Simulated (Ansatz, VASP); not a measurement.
One calculation of CdS, two programs

File INCAR:

```
PREC = Accurate ; ENCUT = 520
EDIFF = 1E-7 ; ISMEAR = 0
SIGMA = 0.03 ; LREAL = False
LASPH = True ; NELM = 100
ALGO = Fast ; ISIF = 2
LWAVE = False ; LCHARG = False
GGA = PE ; NBANDS = 26
```

The input KPOINTS:

```
Automatic mesh
0
Gamma
  10 6 10
```

Contents of POSCAR:

```
CdS
1.0
    3.8855584753      0.0000000000      0.0000000000
    0.0000000000      5.4948840014      0.0000000000
    0.0000000000      0.0000000000      3.8854731512
Cd S
2 2
Direct
    0.5000000000      0.5000000000      0.2499273253
    0.0000000000      0.0000000000      0.7500726747
    0.5000000000      0.0000000000      0.2500244678
    0.0000000000      0.5000000000      0.7499755322
```

Input for Ansatz:

```yaml
crystal:
  lattice:
    - [3.8855584753, 0.0, 0.0]
    - [0.0, 5.4948840014, 0.0]
    - [0.0, 0.0, 3.8854731512]
  atoms:
    - { symbol: Cd, position: [0.5, 0.5, 0.2499273253] }
    - { symbol: Cd, position: [0.0, 0.0, 0.7500726747] }
    - { symbol: S, position: [0.5, 0.0, 0.2500244678] }
    - { symbol: S, position: [0.0, 0.5, 0.7499755322] }
basis:
  ecutwfc: 420
kpoints:
  mp_grid: { grid: [10, 6, 10] }
hamiltonian:
  xc: pbe
scf:
  occupations: { method: gaussian, width: 0.03 }
output:
  forces: true
  stress: true
  eigenvalues: true
```

The cell comes from a database or a generator and needn't be the stable form of this composition.

Alike in both runs: task single point; functional PBE; k mesh 10 × 6 × 10; occupations gaussian, width 0.03 eV; no spin polarisation.

|  | VASP | Ansatz |
| --- | --- | --- |
| version | VASP 6.6.1 | Ansatz 0.2.0 |
| potentials or method | VASP PAW PBE potentials, release 64 (Cd, S) | scalar-relativistic, plane waves, PAW |
| plane-wave cutoff (eV) | 520 | 420 |
| valence electrons in the cell | 36 | 52 |

Ansatz gave:

* gap on the k mesh at the Fermi level (eV): 0.26
* least direct gap on the mesh (eV): 0.99
* pressure (GPa): 0.0

Problem. What did VASP give for the same quantities?

Solution. gap on the k mesh at the Fermi level (eV): 0.25; least direct gap on the mesh (eV): 0.96; pressure (GPa): 0.4.

The two sets of potentials don't hold the same shells in valence.

A k mesh can miss the band edges. PBE gaps usually lie below the measured ones, often by a third to a half.
